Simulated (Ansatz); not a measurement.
The system is Bi.

```xyz
2
Lattice="3.4886 -3.1326 0.0000 3.4886 3.1326 0.0000 -1.2602 0.0000 3.1136" Properties=species:S:1:pos:R:3 pbc="T T T"
Bi    4.1738    0.0000    2.6695
Bi    1.5432    0.0000    0.4440
```

This isn't the form of Bi at room conditions, which is rhombohedral.

* Program: Ansatz 0.2.0
* Task: relaxation of cell and atoms
* Functional: HSE03
* Potentials or basis: Ansatz PAW
* Cutoff: 420 eV (not typed: the program's choice for these potentials)
* k mesh: 3 × 3 × 5
* Occupations: fermi-dirac, width 0.05 eV
* Spin: no spin polarisation

At the start: volume 34.03 Å³/atom.

Q: Where does the relaxation end?

A: It ends after 6 steps and the volume is 33.42 Å³/atom (-1.8 %); space group C2/m (No. 12, to 0.05 Å).

The path:
```
step  energy change (eV)  largest force (eV/Å)  volume (Å³)
   1              0.0000                0.3676        68.05
   2             -0.0756                0.0866        64.75
   3             -0.0868                0.0579        66.92
   4             -0.0875                0.0114        66.88
   5             -0.0875                0.0013        66.85
   6             -0.0873                0.0014        66.85
```

Final structure:
```xyz
2
Lattice="3.4767 -3.0914 -0.1187 3.4767 3.0914 -0.1187 -1.3618 0.0000 3.1564" Properties=species:S:1:pos:R:3 pbc="T T T"
Bi    4.1081    0.0000    2.6169
Bi    1.4834    0.0000    0.3022
```

Caveat: the k mesh is coarse (spacing up to 0.47 Å⁻¹), so the values aren't converged, least of all with exact exchange; the plane-wave basis is chosen anew once the cell has moved, so the energies of steps on either side of that aren't comparable; the PAW data sets come from PBE, with cores solved anew for the run's functional, which leaves a small shift of forces and pressure.
